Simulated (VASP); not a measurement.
# MgS (F-43m) in VASP: relaxation of the atoms with RPBE+D4

Aim: the relaxation of the atoms of MgS with RPBE+D4.

Everything below comes from runs of VASP 6.6.1. Logs are shortened: lines on timing, memory, paths and dates and some standing lists are left out, and cuts for length are marked.

## (1) The undisturbed crystal

It takes space group F-43m (No. 216, cubic). The conventional cell has a = 5.666 Å, b = 5.666 Å, c = 5.666 Å, α = 90.00°, β = 90.00°, γ = 90.00°. Around S (site symmetry -43m) lie 4 Mg at 2.45 Å. Mg (site symmetry -43m) is surrounded by 4 S at 2.45 Å.

The cell comes from a database or a generator and needn't be the stable form of this composition.

## (2) Relaxation of the atoms, RPBE+D4 (atoms moved at random, drawn with an rms of 0.15 Å)

Contents of run.py:

```python
from ase.calculators.vasp import Vasp
from ase.io import read
from ase.optimize import BFGSLineSearch

atoms = read('MgS.cif', primitive_cell=True, subtrans_included=False)
calc = Vasp(
    directory='calc',
    xc='rpbe',
    pp='PBE',
    setups='minimal',
    prec='Accurate',
    encut=500,
    ediff=1e-07,
    ismear=-1,
    sigma=0.1,
    lreal=False,
    lasph=True,
    nelm=80,
    algo='Normal',
    isif=2,
    lwave=False,
    lcharg=False,
    ivdw=13,
    kpts=[8, 8, 8],
    gamma=True,
)
atoms.calc = calc
opt = BFGSLineSearch(atoms, trajectory='relax.traj')
converged = opt.run(fmax=0.02, steps=40)
print('converged:', converged)

print('energy (eV):', atoms.get_potential_energy())
print('free energy (eV):', atoms.get_potential_energy(force_consistent=True))
print('forces (eV/A):')
print(atoms.get_forces())
print('stress (eV/A^3, Voigt):', atoms.get_stress())
print('Fermi level (eV):', calc.get_fermi_level())
print('cell (A, degrees):', atoms.cell.cellpar())
print('volume (A^3):', atoms.get_volume())
print('scaled positions:')
print(atoms.get_scaled_positions())
```

Contents of MgS.cif:

```cif
data_MgS
_cell_length_a 4.00663679
_cell_length_b 4.00663679
_cell_length_c 4.00663679
_cell_angle_alpha 60.00000000
_cell_angle_beta 60.00000000
_cell_angle_gamma 60.00000000
_space_group_name_H-M_alt 'P1'
_space_group_name_Hall 'P 1'
_space_group_IT_number 1
loop_
_space_group_symop_operation_xyz
'x,y,z'
loop_
_atom_site_label
_atom_site_type_symbol
_atom_site_symmetry_multiplicity
_atom_site_Wyckoff_symbol
_atom_site_fract_x
_atom_site_fract_y
_atom_site_fract_z
_atom_site_occupancy
S1 S 1 a 0.1937520000 0.2833920000 0.2721970000 1
Mg1 Mg 1 a 0.0014880000 0.0058200000 0.9970160000 1
```

Potentials or basis: VASP PAW PBE potentials, release 64 (S, Mg).

Launch:

```
> python run.py
```

Standard output:

```text
Step[ FC]     Time          Energy          fmax
BFGSLineSearch:    0[  0] --:--:--       -8.758141       0.8133
BFGSLineSearch:    1[  1] --:--:--       -8.838767       0.2649
BFGSLineSearch:    2[  3] --:--:--       -8.845087       0.0358
BFGSLineSearch:    3[  4] --:--:--       -8.845199       0.0031
converged: True
energy (eV): -8.84519872
free energy (eV): -8.84519872
forces (eV/A):
[[ 0.00235175  0.00176708  0.00081539]
 [-0.00235175 -0.00176708 -0.00081539]]
stress (eV/A^3, Voigt): [ 8.12508763e-03  8.19742343e-03  8.19670459e-03 -2.59610579e-05
 -3.36896690e-05 -4.85908975e-05]
Fermi level (eV): 3.15344086
cell (A, degrees): [ 4.00663679  4.00663679  4.00663679 60.         60.         60.        ]
volume (A^3): 45.48046807596662
scaled positions:
[[0.2225985  0.26956754 0.25958414]
 [0.9726415  0.01964446 0.00962886]]
```

OUTCAR:

```text
ENCUT = 500.000000
   EDIFF = 1.00e-07
   GGA = RP
   PREC = Accurate
   ISIF = 2
   ISMEAR = -1
   NELM = 80
   IVDW = 13
   LASPH = .TRUE.
   LREAL = .FALSE.

 ion  position               nearest neighbor table
   1  0.223  0.270  0.260-   2 2.45   2 2.45   2 2.45   2 2.45
   2  0.973  0.020  0.010-   1 2.45   1 2.45   1 2.45   1 2.45

  LATTYP: Found a face centered cubic cell.
 ALAT       =     5.6662400879

  Lattice vectors:

 A1 = (   4.0066367900,   0.0000000000,   0.0000000000)
 A2 = (   2.0033183950,   3.4698492439,   0.0000000000)
 A3 = (   2.0033183950,   1.1566164146,   3.2714052401)

Analysis of symmetry for initial positions (statically):
=====================================================================
 Subroutine PRICEL returns:
 Original cell was already a primitive cell.

 Routine SETGRP: Setting up the symmetry group for a
 face centered cubic supercell.

 Subroutine GETGRP returns: Found  2 space group operations
 (whereof  1 operations were pure point group operations)
 out of a pool of 48 trial point group operations.

The static configuration has the point symmetry C_1 .
 The point group associated with its full space group is C_1h.

Analysis of symmetry for dynamics (positions and initial velocities):
=====================================================================
 Subroutine PRICEL returns:
 Original cell was already a primitive cell.

 Routine SETGRP: Setting up the symmetry group for a
 face centered cubic supercell.

 Subroutine GETGRP returns: Found  2 space group operations
 (whereof  1 operations were pure point group operations)
 out of a pool of 48 trial point group operations.

The dynamic configuration has the point symmetry C_1 .
 The point group associated with its full space group is C_1h.

 Subroutine INISYM returns: Found  2 space group operations
 (whereof  1 operations are pure point group operations),
 and found     1 'primitive' translations

----------------------------------------------------------------------------------------

                                     Primitive cell

  volume of cell :      45.4805

  direct lattice vectors                    reciprocal lattice vectors
     4.006636790  0.000000000  0.000000000     0.249585888 -0.144098479 -0.101893012
     2.003318395  3.469849244  0.000000000     0.000000000  0.288196959 -0.101893012
     2.003318395  1.156616415  3.271405240     0.000000000  0.000000000  0.305679036

  length of vectors
     4.006636790  4.006636790  4.006636790     0.305679036  0.305679036  0.305679036

  position of ions in fractional coordinates (direct lattice)
     0.222598499  0.269567540  0.259584136
     0.972641501  0.019644460  0.009628864

  ion indices of the primitive-cell ions
   primitive index   ion index
                 1           1
                 2           2

----------------------------------------------------------------------------------------

 KPOINTS: KPOINTS created by Atomic Simulation Env

Automatic generation of k-mesh.
 Grid dimensions read from file:
 generate k-points for:    8    8    8

 Generating k-lattice:

  Cartesian coordinates                     Fractional coordinates (reciprocal lattice)
     0.031198236 -0.018012310 -0.012736626     0.125000000 -0.000000000  0.000000000
     0.000000000  0.036024620 -0.012736626     0.000000000  0.125000000  0.000000000
     0.000000000  0.000000000  0.038209879     0.000000000  0.000000000  0.125000000

  Length of vectors
     0.038209879  0.038209879  0.038209879

  Shift w.r.t. Gamma in fractional coordinates (k-lattice)
     0.000000000  0.000000000  0.000000000

 Subroutine IBZKPT returns following result:
 ===========================================

 Found    150 irreducible k-points:

 Following reciprocal coordinates:
            Coordinates               Weight
  0.000000  0.000000  0.000000      1.000000
  0.125000 -0.000000  0.000000      4.000000
  0.000000  0.125000  0.000000      2.000000
  0.125000  0.125000  0.125000      2.000000
  0.250000 -0.000000  0.000000      4.000000
  0.000000  0.250000  0.000000      2.000000
[... 16 lines left out ...]
  0.375000  0.125000 -0.000000      4.000000
  0.000000  0.375000  0.125000      4.000000
 [... further k-points ...]
   k-points           NKPTS =    150   k-points in BZ     NKDIM =    150   number of bands    NBANDS=      8
   number of dos      NEDOS =    301   number of ions     NIONS =      2
   total plane-waves  NPLWV =  27000
   dimension x,y,z NGX =    30 NGY =   30 NGZ =   30
   dimension x,y,z NGXF=    60 NGYF=   60 NGZF=   60
   ions per type =               1   1
   NGX,Y,Z   is equivalent  to a cutoff of  12.45, 12.45, 12.45 a.u.
   NGXF,Y,Z  is equivalent  to a cutoff of  24.90, 24.90, 24.90 a.u.
 SYSTEM =  unknown system
   PREC   = accura    normal or accurate (medium, high low for compatibility)
   ISTART =      0    job   : 0-new  1-cont  2-samecut
   ICHARG =      2    charge: 1-file 2-atom 10-const
   ISPIN  =      1    spin polarized calculation?
   LNONCOLLINEAR =      F non collinear calculations
   LSORBIT =      F    spin-orbit coupling
   LASPH  =      T    aspherical Exc in radial PAW
   ENCUT  =  500.0 eV  36.75 Ry    6.06 a.u.   7.31  7.31  7.31*2*pi/ulx,y,z
   NELM   =     80;   NELMIN=  2; NELMDL=  0     # of ELM steps
   EDIFF  = 0.1E-06   stopping-criterion for ELM
   LREAL  =      F    real-space projection
   EDIFFG = 0.1E-05   stopping-criterion for IOM
   NSW    =      0    number of steps for IOM
   IBRION =     -1    ionic relax: 0-MD 1-quasi-New 2-CG
   NFREE  =      0    steps in history (QN), initial steepest desc. (CG)
   ISIF   =      2    stress and relaxation
   ISYM   =      2    0-nonsym 1-usesym 2-fastsym
   POTIM  = 0.5000    time-step for ionic-motion
   TEBEG  =    0.0;   TEEND  =   0.0 temperature during run
   PSTRESS=    0.0 pullay stress
   NELECT =       8.0000    total number of electrons
   NUPDOWN=      -1.0000    fix difference up-down
   EMIN   =  10.00;   EMAX   =-10.00  energy-range for DOS
   EFERMI =   0.00;   METHOD = LEGACY
   ISMEAR =    -1;   SIGMA  =   0.10  broadening in eV -4-tet -1-fermi 0-gaus
   EFERMI_NEDOS =   21; number of points for ismear=-14 and -15
   IALGO  =     38    algorithm
   IMIX   =      4    mixing-type and parameters
     AMIX     =   0.40;   BMIX     =  1.00
     AMIX_MAG =   1.60;   BMIX_MAG =  1.00
  volume/ion in A,a.u.               =      22.74       153.46
  Fermi-wavevector in a.u.,A,eV,Ry     =   0.917269  1.733386 11.447692  0.841382
  Thomas-Fermi vector in A             =   2.042218
   LORBIT       =      0    0 simple, 1 ext, 2 COOP (PROOUT), +10 PAW based schemes
   GGA     = RP    functional components
   LHFCALC =     F    Hartree Fock is set to
   AEXX    =    0.0000 exact exchange contribution
   IVDW    =    13    specifies the selected vdW correction
   LEPSILON=     F    determine dielectric tensor
   LRPA    =     F    only Hartree local field effects (RPA)
 non-spin polarized calculation
  energy-cutoff  :      500.00
  volume of cell :       45.48
 maximum number of plane-waves:      1174
 NGX is ok and might be reduce to    30
   NGX = 15   NGY = 15   NGZ = 15

 number of electron       8.0000000 magnetization

 Free energy of the ion-electron system (eV)
  ---------------------------------------------------
  ext. energy  EPLUGINS =         0.00000000
  ---------------------------------------------------
  free energy    TOTEN  =        -8.00440149 eV

  energy without entropy =       -8.00440149  energy(sigma->0) =       -8.00440149

 E-fermi :   3.1534     XC(G=0):  -8.1603

 val. band max:        1.1525597706   @ k =   0.0000   0.0000   0.0000
 cond. band min:       4.8110193413   @ k =   0.0000   0.0000   0.0000
 fundamental gap:      3.6584595707
 Fermi energy:         3.1534408634

 k-point     1 :       0.0000    0.0000    0.0000
  band No.  band energies     occupation
      1     -10.0867      2.00000
      2       1.1513      2.00000
      3       1.1524      2.00000
      4       1.1526      2.00000
      5       4.8110      0.00000
      6       9.1851      0.00000
      7       9.1851      0.00000
      8       9.1853      0.00000

 k-point     2 :       0.1250   -0.0000    0.0000
  band No.  band energies     occupation
      1     -10.0009      2.00000
      2       0.4981      2.00000
      3       1.0992      2.00000
      4       1.1002      2.00000
      5       5.4506      0.00000
      6       9.0104      0.00000
      7       9.3620      0.00000
      8       9.3624      0.00000

 k-point     3 :       0.0000    0.1250    0.0000
  band No.  band energies     occupation
      1     -10.0009      2.00000
      2       0.4983      2.00000
      3       1.0991      2.00000
      4       1.1001      2.00000
      5       5.4506      0.00000
      6       9.0104      0.00000
      7       9.3620      0.00000
      8       9.3623      0.00000
[... 210 lines left out ...]
 k-point    23 :       0.3750    0.1250   -0.0000
  band No.  band energies     occupation
      1      -9.5535      2.00000
      2      -1.2559      2.00000
      3       0.6518      2.00000
      4       0.7087      2.00000
      5       6.8361      0.00000
      6       8.4408      0.00000
      7       9.2898      0.00000
      8       9.6677      0.00000

 k-point    24 :       0.0000    0.3750    0.1250
  band No.  band energies     occupation
      1      -9.5535      2.00000
      2      -1.2557      2.00000
      3       0.6516      2.00000
      4       0.7087      2.00000
      5       6.8361      0.00000
      6       8.4408      0.00000
      7       9.2898      0.00000
      8       9.6676      0.00000

 [... further k-points ...]

------------------------ aborting loop because EDIFF is reached ----------------------------------------

  DFT-D4 for vdW energy calculation

  Edisp (eV):   -0.84080

  FORCE on cell =-STRESS in cart. coord.  units (eV):
  Direction    XX          YY          ZZ          XY          YZ          ZX
  --------------------------------------------------------------------------------------
  -------------------------------------------------------------------------------------
  Total      -0.36953    -0.37282    -0.37279     0.00221     0.00118     0.00153
  in kB     -13.01783   -13.13372   -13.13257     0.07785     0.04159     0.05398
  external pressure =      -13.09 kB  Pullay stress =        0.00 kB

 VOLUME and BASIS-vectors are now :
 -----------------------------------------------------------------------------
  energy-cutoff  :      500.00
  volume of cell :       45.48
      direct lattice vectors                 reciprocal lattice vectors
     4.006636790  0.000000000  0.000000000     0.249585888 -0.144098479 -0.101893012
     2.003318395  3.469849244  0.000000000     0.000000000  0.288196959 -0.101893012
     2.003318395  1.156616415  3.271405240     0.000000000  0.000000000  0.305679036

 POSITION                                       TOTAL-FORCE (eV/Angst)
 -----------------------------------------------------------------------------------
      1.95193      1.23560      0.84920         0.002352      0.001767      0.000815
      3.95567      0.07930      0.03150        -0.002352     -0.001767     -0.000815
 -----------------------------------------------------------------------------------
    total drift:                               -0.000065     -0.000045      0.000057

  FREE ENERGIE OF THE ION-ELECTRON SYSTEM (eV)
  ---------------------------------------------------
  free  energy   TOTEN  =        -8.8451987173 eV

  energy  without entropy=       -8.8451987162  energy(sigma->0) =       -8.84519872
```

INCAR:

```text
ENCUT = 500.000000
SIGMA = 0.100000
EDIFF = 1.00e-07
ALGO = Normal
GGA = RP
PREC = Accurate
ISIF = 2
ISMEAR = -1
NELM = 80
IVDW = 13
LASPH = .TRUE.
LCHARG = .FALSE.
LWAVE = .FALSE.
LREAL = .FALSE.
```

Wall time 6.6 min (1 thread of Intel Xeon Platinum 8488C (Sapphire Rapids), shared host); peak memory 0.2 GiB.

What came out:

- Free energy: -8.8452 eV
- Energy gained by relaxing: 43.5 meV/atom
- Ionic steps: 4
- Pressure after relaxing: -1.3 GPa
- Largest force after relaxing: 0.003 eV/Å
- Band gap on the k mesh: 3.66 eV, direct
- Dispersion energy per atom: -0.420 eV

Forces on the atoms (eV/Å):
```
S    0.002  0.002  0.001
Mg  -0.002 -0.002 -0.001
```

Step by step:
| step | energy change (eV) | largest force (eV/Å) | pressure (GPa) |
| --- | --- | --- | --- |
| 1 | 0.0000 | 0.8133 | -0.55 |
| 2 | -0.0806 | 0.2649 | -1.25 |
| 3 | -0.0869 | 0.0358 | -1.31 |
| 4 | -0.0871 | 0.0031 | -1.31 |

Final structure:
```xyz
2
Lattice="4.0066 0.0000 0.0000 2.0033 3.4698 0.0000 2.0033 1.1566 3.2714" Properties=species:S:1:pos:R:3 pbc="T T T"
S     1.9519    1.2356    0.8492
Mg    1.9523    1.2359    3.3029
```

Levels at points of the mesh, in eV from the valence-band top:
| k point | band 1 | band 2 | band 3 | band 4 | band 5 | band 6 | band 7 | band 8 |
| --- | --- | --- | --- | --- | --- | --- | --- | --- |
| (0.00, 0.00, 0.00) | -11.24 | 0.00 | 0.00 | 0.00 | 3.66 | 8.03 | 8.03 | 8.03 |
| (0.50, 0.00, 0.00) | -10.57 | -3.06 | -0.32 | -0.32 | 5.28 | 7.73 | 7.73 | 8.79 |
| (0.00, 0.50, 0.00) | -10.57 | -3.06 | -0.32 | -0.32 | 5.28 | 7.73 | 7.73 | 8.79 |
| (0.50, 0.50, 0.50) | -10.57 | -3.06 | -0.32 | -0.32 | 5.28 | 7.73 | 7.73 | 8.79 |
| (0.50, 0.50, 0.00) | -10.36 | -2.75 | -1.01 | -1.01 | 4.05 | 5.78 | 11.33 | 12.46 |
| (0.50, 0.00, 0.50) | -10.36 | -2.75 | -1.01 | -1.01 | 4.05 | 5.78 | 11.33 | 12.46 |

Caveat: the PAW data sets were made with another functional, which shifts forces and pressure a little. A k mesh can miss the band edges.
